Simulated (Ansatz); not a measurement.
## ZnS, space group P6_3mc: cell relaxations under several functionals, step by step

Program: the Ansatz DFT code, driven from Python.

Run as a notebook:

```python
import ansatz as az
from ase import Atoms
import numpy as np
```

```python
ECUT = 450
KMESH = (6, 6, 4)
SMEARING_WIDTH = 0.05
FMAX = 0.05
```

```python
def edges_and_angles(cell):
    cell = np.asarray(cell)
    a, b, c = np.linalg.norm(cell, axis=1)
    cosines = cell[1] @ cell[2] / (b * c), cell[0] @ cell[2] / (a * c), cell[0] @ cell[1] / (a * b)
    return (a, b, c, *np.degrees(np.arccos(cosines)))

atoms = Atoms(
    ["Zn", "Zn", "S", "S"],
    scaled_positions=[
        [1 / 3, 2 / 3, 0.0],
        [2 / 3, 1 / 3, 0.5],
        [1 / 3, 2 / 3, 0.385],
        [2 / 3, 1 / 3, 0.885],
    ],
    cell=[
        [3.811, 0.0, 0.0],
        [-1.9055, 3.30042281, 0.0],
        [0.0, 0.0, 6.234],
    ],
    pbc=True,
)
cell = az.Crystal.from_ase(atoms)

[site.symbol for site in cell.resolved().sites]
```

    ['Zn', 'Zn', 'S', 'S']

```python
setup = (
    cell.calculation()
    .basis(ECUT)
    .kpoints(*KMESH)
    .occupations(az.OccupationsMethod.METHFESSEL_PAXTON, width=SMEARING_WIDTH)
    .relax(cell=True, force_tolerance=FMAX)
)
```

```python
levels = [("pbe", "d4"), ("r2scan", "d4"), ("pbesol", "none")]
print("level            a       b       c    alpha   beta  gamma  V/atom  steps")
for name, dispersion in levels:
    seen = []
    run = setup.functional(name, dispersion=dispersion).session().plan()
    res = run.execute(on_event=lambda e: seen.append(e) if e["event"] == "relax_step" else None)
    cell = res.lattice.cell_ang
    label = name if dispersion == "none" else f"{name}+{dispersion}"
    print("{:13s} {:7.4f} {:7.4f} {:7.4f} {:6.2f} {:6.2f} {:6.2f}".format(label, *edges_and_angles(cell)), f"{abs(np.linalg.det(cell)) / len(res.lattice.sites):7.3f} {len(seen):5d}")
```

    level            a       b       c    alpha   beta  gamma  V/atom  steps
    pbe+d4         3.7961  3.7961  6.2361  90.00  90.00 120.00  19.456     5
    DeckWarning: basis.ecutwfc = 450 eV is below the records' recommended 500 eV, and the density's cutoff is lower with it unless basis.ecutrho_ratio is high enough to keep the records' density cutoff: compare with a run at a higher cutoff
    r2scan+d4      3.7915  3.7915  6.2230  90.00  90.00 120.00  19.368     5
    pbesol         3.7822  3.7822  6.2079  90.00  90.00 120.00  19.226     5

From smallest to largest: PBEsol (19.23 Å³ an atom, -1.9 % against the start), r2SCAN+D4 (19.37 Å³ an atom, -1.2 % against the start) and PBE+D4 (19.46 Å³ an atom, -0.7 % against the start). The spread is 1.2 % in volume.

The cutoff lies under the one recommended for these potentials in some of the runs. The structure is a deposited one; some such entries were measured under pressure or heat, so a shift against it needn't be the functional's error alone. Warnings are shown shortened and without file and line. Timing: 57 s on 1 thread of Arm Neoverse V2, with other jobs on the host, peak memory 0.54 GiB.
